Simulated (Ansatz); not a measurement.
Runs of Ansatz 0.2.0 on Hf. It takes space group Fm-3m (No. 225, cubic). Conventional cell: a = 4.440 Å, b = 4.440 Å, c = 4.440 Å, α = 90.00°, β = 90.00°, γ = 90.00°. Hf (site symmetry m-3m) has 12 Hf at 3.14 Å as nearest neighbours. This isn't the form of Hf at room conditions, which is hcp.

```tsv
task	level	spin	cell	k mesh	cutoff (eV)	points for each segment of the path	gap on the mesh (eV)	pressure (GPa)	relaxed volume (Å³/atom)
relaxation of cell and atoms	PBEsol0	off	relaxed	5 × 5 × 5	420	-	none	0.0	22.04
relaxation of cell and atoms	PBE0	off	relaxed	5 × 5 × 5	420	-	none	0.0	22.71
relaxation of cell and atoms	HSE03	off	relaxed	5 × 5 × 5	420	-	none	0.0	(b)
single point	r2SCAN0	off	as given	5 × 5 × 5	500	-	none	4.1	-
band structure	HSEsol	off	as given	5 × 5 × 5	420	4	none	(c)	-
single point	r2SCANh	off	as given	5 × 5 × 5	500	-	none	3.1	-
relaxation of cell and atoms	HSEsol	off	relaxed	5 × 5 × 5	420	-	none	0.0	22.05
single point	PBE0	SOC, no magnetisation	as given	4 × 4 × 4	420	-	none	(a)	-
band structure	HSE06	off	as given	5 × 5 × 5	420	4	none	4.3	-
single point	HF	off	as given	5 × 5 × 5	420	-	none	20.9	-
relaxation of cell and atoms	HF	off	relaxed	5 × 5 × 5	420	-	none	0.0	25.47
single point	PBEsol0	off	as given	5 × 5 × 5	420	-	none	0.8	-
```

Alike in all rows: potentials or basis Ansatz PAW; smearing fermi-dirac 0.05 eV; the mesh is coarse, so values aren't converged.

Question: Fill in the values left out.

Answer: (a) 3.4; (b) 22.73; (c) 0.9.

Caveats: all runs use coarse meshes; the PAW data sets come from PBE, with cores solved anew for the run's functional, which leaves a small shift of forces and pressure; the thresholds are loose for stress (some runs); the plane-wave basis is chosen anew once the cell has moved, so the energies of steps on either side of that aren't comparable (some runs); spin-orbit coupling is left out, which moves the levels of the heavy elements (some runs); so large a pressure means that the cell lies far from this level's equilibrium, or that cutoff or potentials fall short (some runs); the volume moved by over 15 % at a fixed basis, so the end points are rough (some runs); the volume moved by +16 % from the deposited cell, more than functionals usually miss (some runs).

A k mesh can miss the band edges, and rows without SOC leave out spin-orbit coupling on Hf.

A gap of «none» marks a metal or a gap under the smearing width.
